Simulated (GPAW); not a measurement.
Crystal: CdS (Hawleyite).

```
Cd S
1.0
     0.00000    2.91650    2.91650
     2.91650    0.00000    2.91650
     2.91650    2.91650    0.00000
Cd S
1 1
Direct
  0.00000 0.00000 0.00000
  0.75000 0.75000 0.75000
```

Base run:

- Program: GPAW 26.7.0
- Functional: PBE
- Potentials or basis: GPAW PAW data sets (gpaw-data 1.2.1)
- Cutoff: 600 eV
- Basis: pw
- k mesh: 6 × 6 × 6
- Occupations: fermi-dirac, width 0.05 eV
- Spin: spin-orbit coupling, no magnetisation

Its results: band gap on the k mesh 1.11 eV, direct; pressure 2.6 GPa.

Question: The run is repeated on the same cell with these changes: potentials or basis from GPAW PAW data sets (gpaw-data 1.2.1) to SG15 ONCV 1.2; cutoff from 600 eV to 1100 eV; spin from spin-orbit coupling, no magnetisation to no spin polarisation; valence electrons from 18 to 26. What comes out?

Answer: Band gap on the k mesh 1.15 eV, direct; pressure 3.1 GPa.

Caveats: spin-orbit coupling was added after a scalar SCF, so levels and gaps hold it while energy, forces, pressure and moments don't (some runs); this program's spin-orbit splittings come out too wide for heavy elements (some runs).
